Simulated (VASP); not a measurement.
BN:

```
N B
1.0
     0.00000    1.81300    1.81300
     1.81300    0.00000    1.81300
     1.81300    1.81300    0.00000
N B
1 1
Direct
  0.25000 0.25000 0.25000
  0.00000 0.00000 0.00000
```

The cell is a database's computed one.

Program: VASP 6.6.1. Alike in all runs: potentials or basis VASP PAW PBE potentials, release 64 (N, B); no spin polarisation; cell as given; cutoff (eV) 520.

Question: Order these runs on this cell by their pressure, lowest first.
A. level r2SCAN50; k mesh 7 × 7 × 7; smearing fermi-dirac 0.05 eV; grid for exact exchange (PRECFOCK) Fast; exchange at q = 0 default; mesh quality coarse
B. level PBE; k mesh 13 × 13 × 13; smearing gaussian 0.025 eV; mesh quality not flagged
C. level r2SCAN-EpsX; k mesh 7 × 7 × 7; smearing fermi-dirac 0.05 eV; grid for exact exchange (PRECFOCK) Normal; exchange at q = 0 truncated; share of exact exchange 0.2167; mesh quality coarse
D. level SCAN0; k mesh 7 × 7 × 7; smearing fermi-dirac 0.05 eV; grid for exact exchange (PRECFOCK) Fast; exchange at q = 0 default; mesh quality coarse

Answer: A (-17.2 GPa), D (-12.2 GPa), C (-9.8 GPa), B (-0.2 GPa).

Caveats: some runs use coarse meshes; an unscreened hybrid on a path of extra k points without a Coulomb cutoff has errors near the mesh points, so the bands along the path aren't reliable (some runs); the PAW data sets were made with another functional, which shifts forces and pressure a little (some runs); so large a pressure means that the cell lies far from this level's equilibrium, or that cutoff or potentials fall short (some runs); the potentials were made for another functional, which shifts forces and pressure (some runs).
